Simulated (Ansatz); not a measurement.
Relaxed bulk SnSe, space group Fm-3m (No. 225):

```cif
data_structure
_symmetry_space_group_name_H-M 'Fm-3m'
_symmetry_Int_Tables_number 225
_cell_length_a 6.0616
_cell_length_b 6.0616
_cell_length_c 6.0616
_cell_angle_alpha 90.000
_cell_angle_beta 90.000
_cell_angle_gamma 90.000
_cell_volume 222.72
loop_
_atom_site_label
_atom_site_type_symbol
_atom_site_symmetry_multiplicity
_atom_site_Wyckoff_symbol
_atom_site_fract_x
_atom_site_fract_y
_atom_site_fract_z
_atom_site_occupancy
Sn1 Sn 4 a 0.00000 0.00000 0.00000 1
Se1 Se 4 b 0.50000 0.00000 0.00000 1
```

Method: Ansatz 0.2.0, DFT PBE, scalar-relativistic, plane waves, PAW. Cutoff 420 eV, k spacing 0.19 to 0.25 Å⁻¹, dipole correction; no spin polarisation.

Slabs with different planes and terminations (top/bottom plane) are cut from it in 1×1 cells and relaxed. Each holds whole formula units counted by Sn and an excess Δn of Se (negative: a deficit); ΔE is its energy over those formula units in the bulk and the excess in the standard state of Se. The formation energy of SnSe is -0.867 eV a formula unit (uncorrected), so Δμ(Se) runs from -0.867 eV to 0 if no other compound intervenes.

| slab | A (Å²) | Δn(Se) | ΔE (eV) |
| --- | --- | --- | --- |
| (111) Se/Se, Sn4Se5 | 15.91 | +1.00 | 0.165 |
| (111) Sn/Sn, Sn4Se3 | 15.91 | -1.00 | 2.587 |

Q: Work out each slab's surface energy at the Se-rich and Se-poor ends.

A: γ = [ΔE − Δn·Δμ(Se)]/(2A) × 16.02 J/m² per eV/Å², the mean of both faces:

| slab | Se-rich (J/m²) | Se-poor (J/m²) |
| --- | --- | --- |
| (111) Se/Se, Sn4Se5 | 0.08 | 0.52 |
| (111) Sn/Sn, Sn4Se3 | 1.30 | 0.87 |

Q: Does the lowest surface change with the conditions?

A: No: among these slabs (111) Se/Se, Sn4Se5 is lowest at both ends, and since each γ is a straight line in Δμ, throughout the range.

Only the planes named were cut, so another facet can lie lower still, here above all (100), as a rule the lowest of a rock salt compound. Reconstructions in larger cells weren't sought.

The reference crystal is the rock-salt form of SnSe, which isn't its usual structure.

The Se-terminated (111) slab stays below the Sn-terminated one even at the Se-poor end, at 0.52 against 0.87 J/m², although the gap narrows as Se becomes scarcer. Both terminations are polar and, in an ionic count, off balance: the extra Se plane leaves holes in the Se 4p valence states, while the missing one leaves electrons in Sn 5p states. The holes are probably the cheaper to accommodate, since tin can be oxidised beyond Sn(II), and the outer Se–Sn–Se planes already resemble the octahedral layers of SnSe₂.

That compound is a known stable phase, so it should cut off the Se-rich end before elemental Se forms. The very low 0.08 J/m² is therefore a limiting value rather than one expected at equilibrium, though the order of the two terminations is unaffected. Because rock-salt SnSe is prone to off-centre distortion, part of the low energy may also come from relaxation inside the slab, which these totals can't separate from the cost of the surface itself.
